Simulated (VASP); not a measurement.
The system is Pd.

```
Pd
1.0
     0.00000    1.94650    1.94650
     1.94650    0.00000    1.94650
     1.94650    1.94650    0.00000
Pd
1
Direct
  0.00000 0.00000 0.00000
```

Base run:

| Item | Value |
| --- | --- |
| Program | VASP 6.6.1 |
| Functional | PBEsol |
| Potentials or basis | VASP PAW PBE potentials, release 64 (Pd) |
| Cutoff | 520 eV |
| k mesh | 12 × 12 × 12 |
| Occupations | fermi-dirac, width 0.05 eV |
| Spin | no spin polarisation |

Its results: pressure -3.2 GPa.

After a change of settings the same cell gave: pressure -2.4 GPa. Which change was it?
A. functional from PBEsol to r2SCAN
B. functional from PBEsol to MS2; further incar settings from ALGO = Normal; EDIFF = 1e-07; NBANDS = 11 to ALGO = Normal; EDIFF = 1e-07
C. functional from PBEsol to PBE; cutoff from 520 eV to 500 eV; further incar settings from ALGO = Normal; EDIFF = 1e-07; NBANDS = 11 to ALGO = Normal; EDIFF = 1e-06
D. functional from PBEsol to TPSS; further incar settings from ALGO = Normal; EDIFF = 1e-07; NBANDS = 11 to ALGO = Normal; EDIFF = 1e-06

B.

Caveats: the PAW data sets were made with another functional, which shifts forces and pressure a little.

Not every run made on this cell is shown here.
